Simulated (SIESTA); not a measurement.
Runs of SIESTA 5.4.2 on WS2. The structure is trigonal, space group R3m (No. 160). Conventional cell: a = 3.158 Å, b = 3.158 Å, c = 18.490 Å, α = 90.00°, β = 90.00°, γ = 120.00°. Around W (site symmetry 3m) lie 6 S at 2.39 to 2.42 Å. S (site symmetry 3m) is surrounded by 3 W at 2.42 Å. S (site symmetry 3m) is surrounded by 3 W at 2.39 Å. Measurements of this composition are mostly on another form, of space group No. 194.

```tsv
task	level	potentials or basis	cell	gap on the mesh (eV)	pressure (GPa)	V0 of scaled cells (Å³/atom)	B0 (GPa)	largest force (eV/Å)
equation of state	LDA	PseudoDojo 0.4 standard (LDA files), DZP (energy shift 0.003 Ry; two zetas on semicore shells)	as given	-	-	17.65	177	-
equation of state	PBEsol	PseudoDojo 0.4 standard (PBEsol files), DZP (energy shift 0.003 Ry; two zetas on semicore shells)	as given	-	-	18.00	(a)	-
single point	PBEsol	PseudoDojo 0.4 standard (PBEsol files), DZP (energy shift 0.003 Ry; two zetas on semicore shells)	atoms moved at random, drawn with an rms of 0.05 Å	1.00	-0.7	-	-	1.72
single point	PBEsol	PseudoDojo 0.4 standard (PBEsol files), DZP (energy shift 0.003 Ry; two zetas on semicore shells)	as given	1.09	2.5	-	-	0.71
band structure	LDA	PseudoDojo 0.4 standard (LDA files), DZP (energy shift 0.003 Ry; two zetas on semicore shells)	as given	(b)	-0.9	-	-	0.61
band structure	PBEsol	PseudoDojo 0.4 standard (PBEsol files), DZP (energy shift 0.003 Ry; two zetas on semicore shells)	as given	1.09	2.5	-	-	0.71
```

Alike in all rows: no spin polarisation; k mesh 10 × 10 × 10; smearing fermi-dirac 0.05 eV; grid cutoff 800 Ry; energy shift 0.003 Ry.

Fill in the values left out.

(a) 169; (b) 1.06.

Caveats: short orbitals over semicore shells can move pressures by several GPa; the basis of atomic orbitals isn't converged, which shifts pressures, moduli and gaps; spin-orbit coupling is left out, which moves the levels of the heavy elements (some runs); the cell was scaled at fixed shape and fractional positions, which overstates the stiffness of a crystal with free parameters, most of all of layers and chains (some runs).

A k mesh can miss the band edges, and the runs leave out spin-orbit coupling on W.
